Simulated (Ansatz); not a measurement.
## WC-type ZrC

Computed with Ansatz (plane waves, PAW, 420 eV cutoff): PBE, scalar-relativistic, no spin polarisation, 12×12×12 k-mesh, Gaussian smearing of 0.05 eV. The datasets are Ansatz's generated set soft_2.

```yaml
crystal:
  lattice:
    - [3.26953, 0.00000, 0.00000]
    - [-1.63477, 2.83150, 0.00000]
    - [0.00000, 0.00000, 2.93973]
  atoms:
    - { symbol: Zr, position: [0.00000, 0.00000, 0.00000] }
    - { symbol: C, position: [0.66667, 0.33333, 0.50000] }
```

This is a trial structure; measured cells of the compound in the Crystallography Open Database are in space group Fm-3m (rock salt).

The cell above was scaled in volume, and shape and atoms were relaxed at each volume within its symmetry. Energies are counted from the cell above.

The cell is relaxed to zero pressure at this level.

| V (Å³/atom) | ΔE (meV/atom) | P (GPa) |
| --- | --- | --- |
| 12.86 | 25.9 | 11.6 |
| 13.06 | 13.4 | 8.1 |
| 13.34 | 3.2 | 3.9 |
| 13.61 | 0.0 | 0.0 |
| 13.88 | 3.0 | -3.5 |
| 14.15 | 11.7 | -6.7 |
| 14.56 | 34.2 | -10.9 |
| 14.97 | 66.6 | -14.5 |

(1) What do the points give for the equilibrium volume, the bulk modulus and its pressure derivative (third-order Birch–Murnaghan)?

Answer:

(1) V0 = 13.61 Å³/atom, B0 = 184 GPa, B0′ = 4.0.

B0·V0 = 184.0 GPa × 13.61 Å³ = 15.62 eV/atom sets the scale: near the minimum ΔE ≈ ½ B0 V0 x², with x = V/V0 − 1, and a pressure of 1.8 GPa squeezes the volume by about 1 %. At the ends of the curve: x = −5.5 % predicts 23.6 meV/atom and the run gives 25.9; x = +10.0 % predicts 78.2 meV/atom and the run gives 66.6. The curve is steeper than the parabola on the compressed side and flatter on the expanded side: the bulk modulus rises with pressure. The run is a metal.
